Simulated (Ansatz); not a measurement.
# LiNbO3: the cost of one run

Computed with Ansatz 0.2.0 (DFT r2SCAN, scalar-relativistic, plane waves, PAW, unless a step's input says otherwise).

**1. The system as given**

The structure is trigonal, space group R3c (No. 161). The conventional cell has a = 5.151 Å, b = 5.151 Å, c = 13.865 Å, α = 90.00°, β = 90.00°, γ = 120.00°. Li (site symmetry 3) is surrounded by 6 O at 2.07 to 2.24 Å. Around Nb (site symmetry 3) lie 6 O at 1.88 to 2.12 Å. O (site symmetry 1) has 2 Nb at 1.88 to 2.12 Å and 2 Li at 2.07 to 2.24 Å as nearest neighbours.

Structure file:

```
CELL_PARAMETERS angstrom
2.57565 1.48705 4.62180
-2.57565 1.48705 4.62180
0.00000 -2.97410 4.62180
ATOMIC_POSITIONS crystal
Li 0.30210 0.30210 0.30210
Li 0.80210 0.80210 0.80210
Nb 0.01920 0.01920 0.01920
Nb 0.51920 0.51920 0.51920
O 0.13110 0.37830 0.74050
O 0.74050 0.13110 0.37830
O 0.37830 0.74050 0.13110
O 0.24050 0.87830 0.63110
O 0.87830 0.63110 0.24050
O 0.63110 0.24050 0.87830
```

The structure rests on an entry of the Crystallography Open Database; cell or positions may have been set otherwise for this series.

**2. Relaxing cell and atoms: LiNbO3, no spin**

input.yaml reads:

```yaml
crystal:
  lattice:
    - [2.5756485575, 1.487051388, 4.6218]
    - [-2.5756485575, 1.487051388, 4.6218]
    - [0.0, -2.974102776, 4.6218]
  atoms:
    - { symbol: Li, position: [0.3021, 0.3021, 0.3021] }
    - { symbol: Li, position: [0.8021, 0.8021, 0.8021] }
    - { symbol: Nb, position: [0.0192, 0.0192, 0.0192] }
    - { symbol: Nb, position: [0.5192, 0.5192, 0.5192] }
    - { symbol: O, position: [0.1311, 0.3783, 0.7405] }
    - { symbol: O, position: [0.7405, 0.1311, 0.3783] }
    - { symbol: O, position: [0.3783, 0.7405, 0.1311] }
    - { symbol: O, position: [0.2405, 0.8783, 0.6311] }
    - { symbol: O, position: [0.8783, 0.6311, 0.2405] }
    - { symbol: O, position: [0.6311, 0.2405, 0.8783] }
scf:
  occupations: { method: fixed }
output:
  forces: true
  stress: true
  eigenvalues: true
hamiltonian:
  xc: r2scan
kpoints:
  mp_grid: { grid: [4, 4, 4] }
relax:
  f_tol: 0.002
  cell: { stress_tol: 0.02 }
```

Command:

```console
$ ansatz run input.yaml --threads 8 --pin off --max-ram 16384MiB --backend cpu --events-out ev --progress --plain --runs-dir out
```

**Question.** How long does this run take on 8 threads of AMD EPYC 7R43 (Zen 3), shared host, and how much memory does it need?

About 17 s, with a peak of 0.9 GiB.
